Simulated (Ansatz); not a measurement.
# MoSe2 (2H-MoS2 type): gap against strain (isotropic on every length)

MoSe2 (2H-MoS2 type), relaxed with r2SCAN+rVV10 in Ansatz, then strained (isotropic on every length; changes of length per length, axes as in the cell below) with the atoms relaxed again within the symmetry that is left. It is hexagonal, P6_3/mmc (No. 194); a = 3.305 Å, c = 13.088 Å in the conventional setting, 20.64 Å³ an atom. Mo has 6 Se at 2.53 Å; Se has 3 Mo at 2.53 Å. No magnetic order and no zero-point or thermal motion.

```
Mo Se
1.0
     3.30540    0.00000    0.00000
    -1.65270    2.86256    0.00000
     0.00000    0.00000   13.08783
Mo Se
2 4
Direct
  0.33333 0.66667 0.25000
  0.66667 0.33333 0.75000
  0.66667 0.33333 0.37663
  0.66667 0.33333 0.12337
  0.33333 0.66667 0.87663
  0.33333 0.66667 0.62337
```

Gaps are the least over each mesh (PBE 12×12×2, r2SCAN 12×12×2, r2SCAN+SOC 12×12×2, HSE06 6×6×2 when unstrained) and the special points, which keep their unstrained names.

```csv
strain (%),"gap, PBE (eV)","gap, r2SCAN (eV)","gap, r2SCAN+SOC (eV)","gap, HSE06 (eV)","edges, HSE06"
-4.0,0.680,0.805,0.792,1.137,Γ → Γ–K (0.56)
-3.0,0.742,0.866,0.854,1.213,Γ → Γ–K (0.55)
-1.0,0.845,0.964,0.953,1.339,Γ → Γ–K (0.55)
0.0,0.886,1.001,0.991,1.389,Γ → Γ–K (0.55)
+1.0,0.920,1.026,1.004,1.397,Γ → K
+2.0,0.829,0.889,0.869,1.250,"Γ → (0.331, 1/3, 0)"
+3.0,0.701,0.757,0.738,1.105,Γ → K
+4.0,0.576,0.628,0.611,0.965,Γ → K
```

**Question.** Estimate the row for a strain of -2.0 %.

**Answer.**
```csv
strain (%),"gap, PBE (eV)","gap, r2SCAN (eV)","gap, r2SCAN+SOC (eV)","gap, HSE06 (eV)","edges, HSE06"
-2.0,0.797,0.919,0.908,1.280,Γ → Γ–K (0.55)
```

Between zero and the nearest strains the slope of the HSE06 gap against strain is +0.050 eV per percent for negative and +0.009 for positive strain.

Only the levels marked +SOC include spin-orbit coupling.

Where an edge lies off the special points, it is a point of the mesh or the k point where a search put PBE's edge or least direct gap, reused for the other functionals, whose own edges may lie a little apart.

Coordinates of k points refer to the reciprocal vectors of the primitive cell of the runs.

The meshes of the hybrids are coarse, so their gaps aren't converged to the digits shown.
